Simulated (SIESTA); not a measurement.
Input of a SIESTA 5.4.2 run:

The input run.py:

```python
from ase import Atoms
from ase.calculators.siesta import Siesta
from ase.units import Ry, GPa

atoms = Atoms(
    ['Zr', 'Zr'],
    cell=[
        [3.232, 0.0, 0.0],
        [-1.616, 2.798994105, 0.0],
        [0.0, 0.0, 5.147],
    ],
    scaled_positions=[
        [0.6666666667, 0.3333333333, 0.75],
        [0.3333333333, 0.6666666667, 0.25],
    ],
    pbc=True,
)

fdf = {
    'SCFMustConverge': False,
    'OccupationFunction': 'FD',
    'ElectronicTemperature': '0.05 eV',
    'MaxSCFIterations': '120',
    'SCF.Mixer.Method': 'Pulay',
    'SCF.Mixer.Weight': '0.25',
    'SCF.Mixer.History': '8',
    'SCF.DM.Tolerance': '5.0e-05',
    'SCF.H.Tolerance': '1.0e-03 eV',
    'WriteForces': 'true',
    'Charge.Mulliken': 'end',
    'Charge.Hirshfeld': 'end',
    'Charge.Voronoi': 'end',
    'SaveRho': 'true',
    'SaveElectrostaticPotential': 'true',
    'BandLinesScale': 'ReciprocalLatticeVectors',
    'BandLines': ['  1    0.000000   0.000000   0.000000  \\Gamma', ' 11    0.500000   0.000000   0.000000  M', '  7    0.333333   0.333333   0.000000  K', ' 13    0.000000   0.000000   0.000000  \\Gamma', '  6    0.000000   0.000000   0.500000  A', ' 11    0.500000   0.000000   0.500000  L', '  7    0.333333   0.333333   0.500000  H', ' 13    0.000000   0.000000   0.500000  A', '  1    0.500000   0.000000   0.500000  L', '  6    0.500000   0.000000   0.000000  M', '  1    0.333333   0.333333   0.000000  K', '  6    0.333333   0.333333   0.500000  H'],
    'PAO.Basis': ['Zr.1 5', 'n=4 0 1', '  3.611', 'n=5 0 2', '  9.500 0.000', 'n=4 1 1', '  4.206', 'n=5 1 1', '  9.500', 'n=4 2 2', '  7.749 0.000'],
}
calc = Siesta(
    label="Zr",
    command="siesta < PREFIX.fdf > PREFIX.out",
    pseudo_path="pseudos",
    pseudo_qualifier="",
    xc=('VDW', 'BH'),
    basis_set="DZP",
    mesh_cutoff=800 * Ry,
    energy_shift=0.002 * Ry,
    kpts=[9, 9, 5],
    spin="non-polarized",
    fdf_arguments=fdf,
)
atoms.calc = calc

print(f"energy = {atoms.get_potential_energy():.6f} eV")
free = atoms.get_potential_energy(force_consistent=True)
print(f"free energy = {free:.6f} eV")
print("forces (eV/A):")
print(atoms.get_forces(apply_constraint=False).round(6))
print("stress (GPa, Voigt order, tension positive):", (atoms.get_stress() / GPa).round(4))
```

Potentials or basis: PseudoDojo 0.4 standard (PBE files), DZP (energy shift 0.002 Ry; radii capped at 9.5 bohr).

The run is started by

```sh
$ python run.py
```

Question: Estimate the pressure.

Answer: -2.8 GPa.

Question: Predict the band gap on the k mesh.

Answer: None (metal or under the smearing width).

Levels at the corners of the path, in eV from the Fermi level:
| point | band 9 | band 10 | band 11 | band 12 | band 13 | band 14 | band 15 | band 16 |
| --- | --- | --- | --- | --- | --- | --- | --- | --- |
| Γ | -5.67 | -3.06 | 0.81 | 0.81 | 0.96 | 1.24 | 1.53 | 1.53 |
| M | -2.61 | -2.53 | -2.18 | -0.19 | 0.47 | 0.78 | 1.43 | 4.84 |
| K | -2.14 | -1.39 | -1.39 | -1.15 | 0.25 | 0.25 | 1.81 | 4.34 |
| Γ | -5.67 | -3.06 | 0.81 | 0.81 | 0.96 | 1.24 | 1.53 | 1.53 |
| A | -3.96 | -3.96 | 0.03 | 0.03 | 0.71 | 0.71 | 0.71 | 0.71 |
| L | -2.89 | -2.89 | -1.10 | -1.10 | 1.71 | 1.71 | 2.21 | 2.21 |
| H | -1.46 | -1.46 | -1.29 | -1.29 | -0.03 | -0.03 | 2.05 | 2.05 |
| A | -3.96 | -3.96 | 0.03 | 0.03 | 0.71 | 0.71 | 0.71 | 0.71 |
| L | -2.89 | -2.89 | -1.10 | -1.10 | 1.71 | 1.71 | 2.21 | 2.21 |
| M | -2.61 | -2.53 | -2.18 | -0.19 | 0.47 | 0.78 | 1.43 | 4.84 |
| K | -2.14 | -1.39 | -1.39 | -1.15 | 0.25 | 0.25 | 1.81 | 4.34 |
| H | -1.46 | -1.46 | -1.29 | -1.29 | -0.03 | -0.03 | 2.05 | 2.05 |

Caveat: semicore shells carry a single zeta, which can move pressures by several GPa and volumes by a few percent; the potentials were made for another functional, which shifts forces and pressure; the basis of atomic orbitals isn't converged, which shifts pressures, moduli and gaps.
